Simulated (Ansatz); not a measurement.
# Ti2O: how settings move the results

This session on Ti2O sets out to see how the k-point mesh moves the results.

Program: Ansatz 0.2.0. Level of theory: DFT r2SCAN, scalar-relativistic, plane waves, PAW. These are calculated values, not measurements.

1 further run of the same task is left out (set aside as unsound or not needed). Runs told in other sessions of the task aren't counted.

## Step 1: Starting point

Symmetry: P-3m1, No. 164, trigonal system. Conventional cell: a = 2.919 Å, b = 2.919 Å, c = 4.713 Å, α = 90.00°, β = 90.00°, γ = 120.00°. Ti (site symmetry 3m) is surrounded by 3 O at 2.14 Å. O (site symmetry -3m) has 6 Ti at 2.14 Å in its first shell of neighbours.

Structure file:

```cif
data_structure
_symmetry_space_group_name_H-M 'P-3m1'
_symmetry_Int_Tables_number 164
_cell_length_a 2.9194
_cell_length_b 2.9194
_cell_length_c 4.7130
_cell_angle_alpha 90.000
_cell_angle_beta 90.000
_cell_angle_gamma 120.000
_cell_volume 34.79
loop_
_atom_site_label
_atom_site_type_symbol
_atom_site_symmetry_multiplicity
_atom_site_Wyckoff_symbol
_atom_site_fract_x
_atom_site_fract_y
_atom_site_fract_z
_atom_site_occupancy
Ti1 Ti 2 d 0.66667 0.33333 0.27874 1
O1 O 1 a 0.00000 0.00000 0.00000 1
```

Source of the structure: the Crystallography Open Database. It is taken as it stands there.

## Step 2: The base input

The input, input.yaml:

```yaml
crystal:
  lattice:
    - [2.9193980238, 0.0, 0.0]
    - [-1.4596990119, 2.5282728524, 0.0]
    - [0.0, 0.0, 4.713]
  atoms:
    - { symbol: Ti, position: [0.6666666667, 0.3333333333, 0.27874] }
    - { symbol: Ti, position: [0.3333333333, 0.6666666667, 0.72126] }
    - { symbol: O, position: [0.0, 0.0, 0.0] }
basis:
  ecutwfc: 500
kpoints:
  mp_grid: { grid: [18, 18, 10] }
hamiltonian:
  xc: r2scan
scf:
  occupations: { method: gaussian, width: 0.1 }
output:
  forces: true
  stress: true
  eigenvalues: true
  populations: true
```

Its results, from an earlier run: -1860.2015 eV/atom at zero smearing, pressure 9.02 GPa, largest force 1.049 eV/Å, no gap on the mesh, in 8 SCF cycles and 65 s.

## Step 3: K-point mesh set to 1×1×1

The input, input.yaml:

```yaml
crystal:
  lattice:
    - [2.9193980238, 0.0, 0.0]
    - [-1.4596990119, 2.5282728524, 0.0]
    - [0.0, 0.0, 4.713]
  atoms:
    - { symbol: Ti, position: [0.6666666667, 0.3333333333, 0.27874] }
    - { symbol: Ti, position: [0.3333333333, 0.6666666667, 0.72126] }
    - { symbol: O, position: [0.0, 0.0, 0.0] }
basis:
  ecutwfc: 500
kpoints:
  mp_grid: { grid: [1, 1, 1] }
hamiltonian:
  xc: r2scan
scf:
  occupations: { method: gaussian, width: 0.1 }
output:
  forces: true
  stress: true
  eigenvalues: true
```

Started as:

```sh
$ ansatz run input.yaml --threads 1 --pin off --max-ram 2560MiB --backend cpu --events-out ev --progress --plain --runs-dir out
```

## Step 4: K-point mesh set to 3×3×2

Changes to input.yaml since step 3:

```diff
@@ -12,3 +12,3 @@
 kpoints:
-  mp_grid: { grid: [1, 1, 1] }
+  mp_grid: { grid: [3, 3, 2] }
 hamiltonian:
```

## Step 5: K-point mesh: 6×6×2

Changes to input.yaml since step 4:

```diff
@@ -12,3 +12,3 @@
 kpoints:
-  mp_grid: { grid: [3, 3, 2] }
+  mp_grid: { grid: [6, 6, 2] }
 hamiltonian:
```

## Step 6: K-point mesh set to 6×6×4

Changes to input.yaml since step 5:

```diff
@@ -12,3 +12,3 @@
 kpoints:
-  mp_grid: { grid: [6, 6, 2] }
+  mp_grid: { grid: [6, 6, 4] }
 hamiltonian:
```

## Step 7: K-point mesh set to 12×12×6

Changes to input.yaml since step 6:

```diff
@@ -12,3 +12,3 @@
 kpoints:
-  mp_grid: { grid: [6, 6, 4] }
+  mp_grid: { grid: [12, 12, 6] }
 hamiltonian:
```

## Step 8: K-point mesh set to 12×12×8

Changes to input.yaml since step 7:

```diff
@@ -12,3 +12,3 @@
 kpoints:
-  mp_grid: { grid: [12, 12, 6] }
+  mp_grid: { grid: [12, 12, 8] }
 hamiltonian:
```

## Step 9: K-point mesh set to 18×18×8

Changes to input.yaml since step 8:

```diff
@@ -12,3 +12,3 @@
 kpoints:
-  mp_grid: { grid: [12, 12, 8] }
+  mp_grid: { grid: [18, 18, 8] }
 hamiltonian:
```

## Step 10: K-point mesh: 24×24×12

Changes to input.yaml since step 9:

```diff
@@ -12,3 +12,3 @@
 kpoints:
-  mp_grid: { grid: [18, 18, 8] }
+  mp_grid: { grid: [24, 24, 12] }
 hamiltonian:
```

## Step 11: K-point mesh set to 24×24×14

Changes to input.yaml since step 10:

```diff
@@ -12,3 +12,3 @@
 kpoints:
-  mp_grid: { grid: [24, 24, 12] }
+  mp_grid: { grid: [24, 24, 14] }
 hamiltonian:
```

## Step 12: K-point mesh set to 30×30×16

Changes to input.yaml since step 11:

```diff
@@ -12,3 +12,3 @@
 kpoints:
-  mp_grid: { grid: [24, 24, 14] }
+  mp_grid: { grid: [30, 30, 16] }
 hamiltonian:
@@ -21 +21,5 @@
   eigenvalues: true
+  write_density: true
+  write_potential: true
+  elf: true
+  volumetric_format: npy
```

(Steps that only read results are left out.)

Q: Predict the outcome of the series: the values and the trend.

The runs gave:

```
                                               quantity                        value
k-point mesh: within 10 and 1 meV/atom of 30×30×16 from  6×6×2 for 10; 12×12×6 for 1
```

For the k-point mesh, the energy stays within 1 meV/atom of the reference from 12×12×6 on, at about 0.071 of the reference's time. That is measured against the best run here, which may itself be short of the limit. The error changes sign along the series, since a k mesh isn't variational, and a metal needs dense meshes to resolve its Fermi surface. Forces stay within 0.01 eV/Å of the reference from 12×12×6 on. The listed cell is far from this method's equilibrium (9.0 GPa, forces up to 1.05 eV/Å), so its values are not those of the relaxed crystal. The final runs have no spin polarisation, so a magnetic state may lie lower.

Counted by bands, a gap of 0.03 eV stays open on the mesh in one run that reads as metallic: the smearing reaches across it.
